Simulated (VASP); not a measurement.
Calculation: MS2 meta-GGA, VASP's PBE PAW potentials (set 64) (plane waves; VASP).

A VASP calculation is set up with these files.

INCAR:
```
! general
SYSTEM =CsI
PREC   =Accurate
ENCUT  =520
LREAL  =.False.
LASPH  =.True.

! electronic loop
EDIFF  =1E-6
NELM   =100
ALGO   =Normal
LMAXMIX=4
LMIXTAU=.True.

! smearing
ISMEAR =0
SIGMA  =0.05

! functional
METAGGA=MS2

! ions
IBRION =2
NSW    =60
ISIF   =3
EDIFFG =-0.01

! output
LWAVE  =.False.
LCHARG =.False.
```

**KPOINTS**
```
Automatic mesh
0
Gamma
5 5 5
0 0 0
```

File POSCAR:
```
CsI
1
    4.5700000000     0.0000000000     0.0000000000
    0.0000000000     4.5700000000     0.0000000000
    0.0000000000     0.0000000000     4.5700000000
Cs I
1 1
Direct
  0.0000000000   0.0000000000   0.0000000000
  0.5000000000   0.5000000000   0.5000000000
```

POTCAR, in this order: Cs_sv I (PBE.64 set). Program: vasp_std.

The resulting files:

File OUTCAR:
```
 ion  position               nearest neighbor table
   1  0.000  0.000  0.000-
   2  0.500  0.500  0.500-
  LATTYP: Found a simple cubic cell.
 ALAT       =     4.5700000000
 Subroutine PRICEL returns:
 Original cell was already a primitive cell.
 Subroutine GETGRP returns: Found 48 space group operations
The static configuration has the point symmetry O_h .
The dynamic configuration has the point symmetry O_h .
 Subroutine INISYM returns: Found 48 space group operations
 Subroutine IBZKPT returns following result:
 Found     10 irreducible k-points:

 Following reciprocal coordinates:
            Coordinates               Weight
  0.000000  0.000000  0.000000      1.000000
  0.200000  0.000000  0.000000      6.000000
  0.400000  0.000000  0.000000      6.000000
  0.200000  0.200000  0.000000     12.000000
  0.400000  0.200000  0.000000     24.000000
  0.400000  0.400000  0.000000     12.000000
  0.200000  0.200000  0.200000      8.000000
  0.400000  0.200000  0.200000     24.000000
  0.400000  0.400000  0.200000     24.000000
...
```

**OSZICAR**
```
       N       E                     dE             d eps       ncg     rms          rms(c)
DAV:   1     0.929161432785E+02    0.92916E+02   -0.60116E+03   240   0.106E+03
DAV:   2     0.521720404126E+01   -0.87699E+02   -0.82381E+02   352   0.165E+02
DAV:   3    -0.122579297465E+01   -0.64430E+01   -0.64332E+01   312   0.528E+01
DAV:   4    -0.128809767002E+01   -0.62305E-01   -0.62296E-01   272   0.643E+00
DAV:   5    -0.128874168008E+01   -0.64401E-03   -0.64400E-03   308   0.674E-01    0.453E+00
DAV:   6     0.360842521041E+01    0.48972E+01   -0.23453E+00   240   0.225E+01    0.173E+00
DAV:   7     0.446635867358E+01    0.85793E+00   -0.14717E+00   240   0.138E+01    0.133E+00
DAV:   8     0.441205801039E+01   -0.54301E-01   -0.17398E-02   284   0.131E+00    0.816E-01
DAV:   9     0.394419126220E+01   -0.46787E+00   -0.67037E-01   240   0.786E+00    0.337E-01
DAV:  10     0.439124702126E+01    0.44706E+00   -0.57094E-01   240   0.870E+00    0.501E-01
DAV:  11     0.402344247484E+01   -0.36780E+00   -0.38415E-01   240   0.705E+00    0.289E-01
DAV:  12     0.435529609084E+01    0.33185E+00   -0.53281E-01   240   0.894E+00    0.109E-01
DAV:  13     0.435830423913E+01    0.30081E-02   -0.44693E-03   296   0.498E-01    0.163E-01
DAV:  14     0.435798959770E+01   -0.31464E-03   -0.50722E-05   268   0.677E-02    0.154E-01
DAV:  15     0.434069539289E+01   -0.17294E-01   -0.39215E-03   240   0.791E-01    0.287E-01
DAV:  16     0.433276151163E+01   -0.79339E-02   -0.36649E-03   240   0.792E-01    0.842E-01
DAV:  17     0.433281162636E+01    0.50115E-04   -0.87465E-05   280   0.878E-02    0.753E-01
DAV:  18     0.433589496359E+01    0.30833E-02   -0.65066E-03   240   0.612E-01    0.170E-01
DAV:  19     0.433388855003E+01   -0.20064E-02   -0.52198E-03   240   0.843E-01    0.245E-01
DAV:  20     0.433219457127E+01   -0.16940E-02   -0.75465E-04   240   0.325E-01    0.207E-01
DAV:  21     0.433214939019E+01   -0.45181E-04   -0.74241E-05   260   0.722E-02    0.130E-01
DAV:  22     0.433207361186E+01   -0.75778E-04   -0.11523E-04   240   0.126E-01    0.489E-02
DAV:  23     0.433207366392E+01    0.52062E-07   -0.87997E-06   264   0.322E-02
   1 F= 0.43320737E+01 E0= 0.43320737E+01  d E =0.433207E+01
       N       E                     dE             d eps       ncg     rms          rms(c)
DAV:   1     0.432723961413E+01   -0.48340E-02   -0.20902E-01   248   0.279E+00    0.512E-01
DAV:   2     0.432900642612E+01    0.17668E-02   -0.14927E-02   240   0.105E+00    0.216E-01
DAV:   3     0.433112899807E+01    0.21226E-02   -0.69858E-03   240   0.738E-01    0.146E-01
DAV:   4     0.433042416359E+01   -0.70483E-03   -0.31765E-04   244   0.205E-01    0.149E-01
DAV:   5     0.433079047153E+01    0.36631E-03   -0.64689E-05   252   0.980E-02    0.102E-01
DAV:   6     0.433027276106E+01   -0.51771E-03   -0.75169E-04   240   0.292E-01    0.378E-02
DAV:   7     0.433026103835E+01   -0.11723E-04   -0.88476E-06   268   0.283E-02    0.337E-02
DAV:   8     0.433025861192E+01   -0.24264E-05   -0.93076E-07   172   0.115E-02    0.351E-02
DAV:   9     0.433025753252E+01   -0.10794E-05   -0.85376E-07   184   0.127E-02    0.364E-02
DAV:  10     0.433024299510E+01   -0.14537E-04   -0.51754E-05   260   0.495E-02    0.941E-02
DAV:  11     0.433025430216E+01    0.11307E-04   -0.97402E-06   240   0.387E-02    0.437E-02
DAV:  12     0.433024197142E+01   -0.12331E-04   -0.33539E-06   240   0.221E-02    0.180E-02
DAV:  13     0.433024180092E+01   -0.17050E-06   -0.87199E-07   172   0.814E-03
   2 F= 0.43302418E+01 E0= 0.43302418E+01  d E =-.183186E-02
       N       E                     dE             d eps       ncg     rms          rms(c)
DAV:   1     0.430115103595E+01   -0.29091E-01   -0.18648E+00   248   0.821E+00    0.155E+00
DAV:   2     0.432079176622E+01    0.19641E-01   -0.14478E-01   240   0.310E+00    0.641E-01
DAV:   3     0.433867857130E+01    0.17887E-01   -0.63207E-02   240   0.226E+00    0.408E-01
DAV:   4     0.433276238562E+01   -0.59162E-02   -0.22863E-03   244   0.537E-01    0.426E-01
DAV:   5     0.433506874932E+01    0.23064E-02   -0.29298E-04   264   0.206E-01    0.346E-01
DAV:   6     0.433059019313E+01   -0.44786E-02   -0.81566E-03   240   0.966E-01    0.126E-01
DAV:   7     0.433043573606E+01   -0.15446E-03   -0.10034E-04   268   0.946E-02    0.117E-01
DAV:   8     0.433048854451E+01    0.52808E-04   -0.36065E-05   240   0.676E-02    0.131E-01
DAV:   9     0.433039052704E+01   -0.98017E-04   -0.11098E-04   240   0.128E-01    0.130E-01
DAV:  10     0.433005943199E+01   -0.33110E-03   -0.48006E-04   240   0.221E-01    0.181E-01
DAV:  11     0.433011190763E+01    0.52476E-04   -0.42237E-05   240   0.711E-02    0.109E-01
DAV:  12     0.433006128859E+01   -0.50619E-04   -0.99457E-06   240   0.365E-02    0.461E-02
DAV:  13     0.433005811374E+01   -0.31749E-05   -0.43405E-06   248   0.180E-02    0.169E-02
DAV:  14     0.433005705906E+01   -0.10547E-05   -0.13999E-06   160   0.145E-02    0.640E-03
DAV:  15     0.433005718677E+01    0.12771E-06   -0.85876E-07   164   0.622E-03
   3 F= 0.43300572E+01 E0= 0.43300572E+01  d E =-.201648E-02
       N       E                     dE             d eps       ncg     rms          rms(c)
DAV:   1     0.432169544264E+01   -0.83616E-02   -0.40577E-01   248   0.392E+00    0.751E-01
DAV:   2     0.432650111086E+01    0.48057E-02   -0.27051E-02   240   0.143E+00    0.318E-01
DAV:   3     0.433130945841E+01    0.48083E-02   -0.14316E-02   240   0.102E+00    0.226E-01
DAV:   4     0.433004279169E+01   -0.12667E-02   -0.46733E-04   244   0.240E-01    0.238E-01
DAV:   5     0.432967220642E+01   -0.37059E-03   -0.63926E-05   256   0.877E-02    0.284E-01
DAV:   6     0.432930941898E+01   -0.36279E-03   -0.13072E-03   240   0.359E-01    0.163E-01
DAV:   7     0.432920223610E+01   -0.10718E-03   -0.61182E-05   240   0.770E-02    0.880E-02
DAV:   8     0.432920654533E+01    0.43092E-05   -0.27299E-05   240   0.657E-02    0.581E-02
DAV:   9     0.432919822667E+01   -0.83187E-05   -0.30101E-05   240   0.633E-02    0.121E-02
DAV:  10     0.432919141623E+01   -0.68104E-05   -0.16082E-06   168   0.152E-02    0.785E-03
DAV:  11     0.432919309159E+01    0.16754E-05   -0.14381E-07   132   0.378E-03    0.636E-03
DAV:  12     0.432918938209E+01   -0.37095E-05   -0.24299E-06   240   0.230E-02    0.214E-03
DAV:  13     0.432918867060E+01   -0.71149E-06   -0.34956E-07   160   0.770E-03
   4 F= 0.43291887E+01 E0= 0.43291887E+01  d E =-.288499E-02
```

OUTCAR:
```
------------------------ aborting loop because EDIFF is reached ----------------------------------------
  FORCE on cell =-STRESS in cart. coord.  units (eV):
  Direction    XX          YY          ZZ          XY          YZ          ZX
  --------------------------------------------------------------------------------------
  Total       -0.0018507     -0.0018507     -0.0018507      0.0000000     -0.0000000     -0.0000000
  in kB       -0.0301933     -0.0301933     -0.0301933      0.0000000     -0.0000000     -0.0000000
  external PRESSURE =      -0.0301933 kB  Pullay stress =       0.0000000 kB
  volume of cell :       98.21
      direct lattice vectors                 reciprocal lattice vectors
     4.613668325 -0.000000000  0.000000000     0.216747267 -0.000000000 -0.000000000
     0.000000000  4.613668325 -0.000000000     0.000000000  0.216747267  0.000000000
     0.000000000 -0.000000000  4.613668325    -0.000000000  0.000000000  0.216747267
 POSITION                                       TOTAL-FORCE (eV/Angst)
 -----------------------------------------------------------------------------------
      0.00000      0.00000      0.00000        -0.000000     -0.000000      0.000000
      2.30683      2.30683      2.30683         0.000000      0.000000      0.000000
 -----------------------------------------------------------------------------------
    total drift:                               -0.000000      0.000000      0.000000
  FREE ENERGIE OF THE ION-ELECTRON SYSTEM (eV)
  ---------------------------------------------------
  free  energy   TOTEN  =         4.3291886706 eV

  energy  without entropy=        4.3291886706  energy(sigma->0) =        4.32918867

 reached required accuracy - stopping structural energy minimisation
```
(Selected blocks of OUTCAR.)

### CONTCAR
```
CsI
   1.00000000000000
     4.6136683249306536   -0.0000000000000000    0.0000000000000000
     0.0000000000000000    4.6136683249306536   -0.0000000000000000
     0.0000000000000000   -0.0000000000000000    4.6136683249306536
  Cs              I
     1     1
Direct
     0.0000000000000000    0.0000000000000000    0.0000000000000000
     0.5000000000000000    0.5000000000000000    0.5000000000000000
```

File OUTCAR:
```
 val. band max:        0.3243989516   @ k =   0.4000   0.4000   0.0000

 cond. band min:       4.9159234456   @ k =   0.0000   0.0000   0.0000


 Fermi energy:         0.5559396622

 k-point     1 :       0.0000    0.0000    0.0000
  band No.  band energies     occupation
      1     -20.3519      2.00000
      2     -10.2875      2.00000
      3      -6.9163      2.00000
      4      -6.9163      2.00000
      5      -6.9163      2.00000
      6       0.2709      2.00000
      7       0.2709      2.00000
      8       0.2709      2.00000
      9       4.9159      0.00000
     10       4.9993      0.00000
     11       4.9993      0.00000
     12       8.6683      0.00000

 k-point     2 :       0.2000    0.0000    0.0000
  band No.  band energies     occupation
      1     -20.3443      2.00000
      2     -10.2908      2.00000
      3      -6.9590      2.00000
      4      -6.8976      2.00000
      5      -6.8976      2.00000
      6      -0.2835      2.00000
      7       0.2298      2.00000
      8       0.2298      2.00000
      9       5.2342      0.00000
     10       5.5938      0.00000
     11       5.8598      0.00000
     12       8.5585      0.00000

 k-point     3 :       0.4000    0.0000    0.0000
  band No.  band energies     occupation
      1     -20.3320      2.00000
      2     -10.2991      2.00000
      3      -7.0144      2.00000
      4      -6.8671      2.00000
      5      -6.8671      2.00000
      6      -0.9732      2.00000
      7       0.1607      2.00000
      8       0.1607      2.00000
      9       5.8222      0.00000
     10       6.9804      0.00000
     11       7.2650      0.00000
     12       7.9737      0.00000

 k-point     4 :       0.2000    0.2000    0.0000
  band No.  band energies     occupation
      1     -20.3370      2.00000
      2     -10.2728      2.00000
      3      -7.0295      2.00000
      4      -6.9113      2.00000
      5      -6.8814      2.00000
      6      -0.3672      2.00000
...
```

Energy and stress use the plane-wave basis of the starting cell. Unless said otherwise, spin-orbit coupling is left out, though it shifts the bands of the heavy elements here.

The compound is CsI in the CsCl type structure. This run relaxes it. Symmetry was kept, so distortions that lower it aren't found.
